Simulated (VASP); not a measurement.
Here is a VASP 6.6.1 calculation.

INCAR

```
PREC     = Accurate       # precision mode
ENCUT    = 520            # plane-wave cutoff, eV
EDIFF    = 1E-7           # SCF threshold, eV
ISMEAR   = 0              # smearing method
SIGMA    = 1.0            # smearing width, eV
LREAL    = F              # projectors in reciprocal space
LASPH    = T              # aspherical terms in the spheres
NELM     = 100            # most SCF steps
ALGO     = Fast           # electronic algorithm
ISIF     = 2              # what is computed and relaxed
LWAVE    = F              # write WAVECAR
LCHARG   = F              # write CHGCAR
GGA      = PE             # functional
```

The input KPOINTS:

```
regular mesh
0
Gamma
  10 10 10
```

The input POSCAR:

```
PbF2                                    
1.0
   -0.0000000000      2.9974339364      2.9974339364
    2.9974339364     -0.0000000000      2.9974339364
    2.9974339364      2.9974339364      0.0000000000
  Pb              F             
     1     2
Direct
     0.0000000000000000    1.0000000000000000    1.0000000000000000
     0.2500000000000000    0.2500000000000000    0.2500000000000000
     0.7500000000000000    0.7500000000000000    0.7500000000000000
```

Contents of KPOINTS_OPT:

```
path GXWKGLUWLK,UX
10
line-mode
reciprocal
 0.0000000000  0.0000000000  0.0000000000  G
 0.5000000000  0.0000000000  0.5000000000  X

 0.5000000000  0.0000000000  0.5000000000  X
 0.5000000000  0.2500000000  0.7500000000  W

 0.5000000000  0.2500000000  0.7500000000  W
 0.3750000000  0.3750000000  0.7500000000  K

 0.3750000000  0.3750000000  0.7500000000  K
 0.0000000000  0.0000000000  0.0000000000  G

 0.0000000000  0.0000000000  0.0000000000  G
 0.5000000000  0.5000000000  0.5000000000  L

 0.5000000000  0.5000000000  0.5000000000  L
 0.6250000000  0.2500000000  0.6250000000  U

 0.6250000000  0.2500000000  0.6250000000  U
 0.5000000000  0.2500000000  0.7500000000  W

 0.5000000000  0.2500000000  0.7500000000  W
 0.5000000000  0.5000000000  0.5000000000  L

 0.5000000000  0.5000000000  0.5000000000  L
 0.3750000000  0.3750000000  0.7500000000  K

 0.6250000000  0.2500000000  0.6250000000  U
 0.5000000000  0.0000000000  0.5000000000  X
```

Potentials or basis: VASP PAW PBE potentials, release 64 (Pb_d, F).

The run is started by

```sh
$ cat potpaw_PBE.64/Pb_d/POTCAR potpaw_PBE.64/F/POTCAR > POTCAR
$ mpirun -np 1 vasp_std > vasp.out
```

What does it give for the pressure?

0.0 GPa.

Predict the band gap along the path.

4.42 eV, indirect (least direct gap 4.56 eV).

Levels at the corners of the path, in eV from the valence-band top:
```
point  band 10  band 11  band 12  band 13  band 14  band 15  band 16  band 17  band 18
    Γ    -2.26    -2.26    -1.77    -1.77    -1.77     6.74     6.74     6.74    10.55
    X    -3.27    -1.37    -1.37    -1.36    -0.14     4.42     7.78     7.78     9.03
    X    -3.27    -1.37    -1.37    -1.36    -0.14     4.42     7.78     7.78     9.03
    W    -2.44    -2.44    -1.42    -1.31     0.00     6.00     6.00     7.43    10.16
    W    -2.44    -2.44    -1.42    -1.31     0.00     6.00     6.00     7.43    10.16
    K    -3.05    -1.86    -1.52    -1.38    -0.03     5.29     6.62     7.76     9.87
    K    -3.05    -1.86    -1.52    -1.38    -0.03     5.29     6.62     7.76     9.87
    Γ    -2.26    -2.26    -1.77    -1.77    -1.77     6.74     6.74     6.74    10.55
    Γ    -2.26    -2.26    -1.77    -1.77    -1.77     6.74     6.74     6.74    10.55
    L    -2.44    -2.44    -1.94    -1.94    -0.01     5.03     7.56     7.56    13.17
    L    -2.44    -2.44    -1.94    -1.94    -0.01     5.03     7.56     7.56    13.16
    U    -3.05    -1.86    -1.52    -1.38    -0.03     5.29     6.62     7.76     9.87
    U    -3.05    -1.86    -1.52    -1.38    -0.03     5.29     6.62     7.76     9.87
    W    -2.44    -2.44    -1.42    -1.31     0.00     6.00     6.00     7.43    10.16
    W    -2.44    -2.44    -1.42    -1.31     0.00     6.00     6.00     7.43    10.16
    L    -2.44    -2.44    -1.94    -1.94    -0.01     5.03     7.56     7.56    13.17
    L    -2.44    -2.44    -1.94    -1.94    -0.01     5.03     7.56     7.56    13.17
    K    -3.05    -1.86    -1.52    -1.38    -0.03     5.29     6.62     7.76     9.87
    U    -3.05    -1.86    -1.52    -1.38    -0.03     5.29     6.62     7.76     9.87
    X    -3.27    -1.37    -1.37    -1.36    -0.14     4.42     7.78     7.78     9.03
```

Caveat: spin-orbit coupling is left out, which as a rule narrows the gap of such compounds by several tenths of an eV. Expect the measured gap to be larger: semilocal functionals such as PBE lack the derivative discontinuity.
